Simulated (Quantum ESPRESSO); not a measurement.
# KF (Carobbiite) under changes of volume

One of the cells (19.074 Å³/atom); the others are scaled copies at fixed shape and fractional positions:

```
K F
1.0
     0.00000    2.67185    2.67185
     2.67185    0.00000    2.67185
     2.67185    2.67185    0.00000
K F
1 1
Direct
  0.00000 0.00000 0.00000
  0.50000 0.50000 0.50000
```

| Quantity | Value |
| --- | --- |
| Program | Quantum ESPRESSO 7.5 |
| Functional | LDA |
| Potentials or basis | GBRV 1.5 LDA |
| Cutoff | 612 eV |
| Density cutoff | 4898 eV |
| k mesh | 9 × 9 × 9 |
| Occupations | fermi-dirac, width 0.05 eV |
| Spin | no spin polarisation |

```tsv
volume (Å³/atom)	energy over the lowest point (meV/atom)	pressure (GPa)	gap on the mesh (eV)
17.929	0.00	-2.0	6.12
18.311	4.75	-2.6	6.00
18.692	11.07	-3.3	5.90
19.074	18.77	-3.8	5.79
19.455	27.62	-4.2	5.69
19.837	37.53	-4.7	5.60
20.218	?	?	?
```

Question: What does the run at 20.218 Å³/atom give?

Answer: Energy over the lowest point 48.41 meV/atom; pressure -5.0 GPa; gap on the mesh 5.51 eV.

Worked out: A Birch-Murnaghan fit of order 3 (a polynomial in V^(-2/3)) to the other rows has no minimum within the range. It gives 48.28 meV/atom at 20.218 Å³/atom, against the run's 48.41, and -dE/dV = -4.7 GPa, against -5.0. A straight line through the other rows of the gap, of slope -5.15 eV per unit of ln V (its deformation potential), extrapolates to 5.50 eV, against the run's 5.51.

Energies are extrapolated to zero smearing.

Caveats: an odd mesh through Γ misses points on the zone boundary, where band edges often lie.
